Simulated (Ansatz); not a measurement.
La2O3:

```xyz
5
Lattice="3.9308 0.0000 0.0000 -1.9654 3.4042 0.0000 0.0000 0.0000 6.1120" Properties=species:S:1:pos:R:3 pbc="T T T"
La    0.0000    2.2694    1.5050
La    1.9654    1.1347    4.6070
O     0.0000    0.0000    0.0000
O     0.0000    2.2694    3.9477
O     1.9654    1.1347    2.1643
```

The cell is a database's computed one.

Base run:

| Property | Result |
| --- | --- |
| Program | Ansatz 0.2.0 |
| Functional | PBE |
| Potentials or basis | JTH PAW |
| Cutoff | 1380 eV (not typed: the program's choice for these potentials) |
| k mesh | 8 × 8 × 5 |
| Occupations | fermi-dirac, width 0.05 eV |
| Spin | no spin polarisation |

Its results: band gap on the k mesh 3.88 eV, indirect (least direct gap 4.06 eV); pressure 2.9 GPa; largest force 0.088 eV/Å.

Q: The run is repeated on the same cell with these changes: potentials or basis from JTH PAW to Ansatz PAW earlier set; cutoff from 1380 eV (not typed: the program's choice for these potentials) to 900 eV. What comes out?

A: Band gap on the k mesh 3.88 eV, indirect (least direct gap 4.06 eV); pressure 1.9 GPa; largest force 0.017 eV/Å.

Caveats: spin-orbit coupling is left out, which moves the levels of the heavy elements.

A k mesh can miss the band edges.
